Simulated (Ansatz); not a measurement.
Method: r²SCAN, scalar-relativistic; collinear spin; PAW, 500 eV, 8×8×2 k-mesh, Gaussian smearing of 0.05 eV; code Ansatz. The datasets are Ansatz's generated set soft_2.

A compound XS2 has these computed properties.

```json
{
  "Space group": "P6_3/mmc (No. 194)",
  "Conventional cell": "a = 3.185 Å, b = 3.185 Å, c = 12.964 Å, α = 90.00°, β = 90.00°, γ = 120.00°",
  "Volume": "18.98 Å³/atom",
  "Band gap": "1.15 eV (band path included; the mesh alone gives 1.33 eV)",
  "Smallest direct gap": "1.72 eV",
  "Magnetic state": "non-magnetic",
  "Site spin moments": "none",
  "Bader charges": "X 1.32; S -0.66 e",
  "Formation energy from the elements (0 K, uncorrected)": "-0.98 eV/atom",
  "Shear modulus (Hill)": "30 GPa",
  "Young's modulus": "72 GPa",
  "Poisson's ratio": "0.22",
  "Elastically stable": "yes"
}
```

Sites: X on 2c, S on 4f.

Task: Which element is X?
A. Zr
B. Ru
C. Tc
D. Mo

Result: D. X is Mo, so the compound is MoS2.

The chain of runs began from a cell as deposited in COD, expanded in volume.

Kohn–Sham gaps of semilocal functionals lie under measured ones, often by a third or more. The structure is built of weakly bound layers, and this functional has no dispersion term, so their spacing and all that hangs on it (volume, the soft elastic constants, low modes, dielectric constants) are poorly given. The relaxed cell is 6 % larger in volume than the cell of this structure in the Crystallography Open Database (17.86 Å³/atom, 2002).
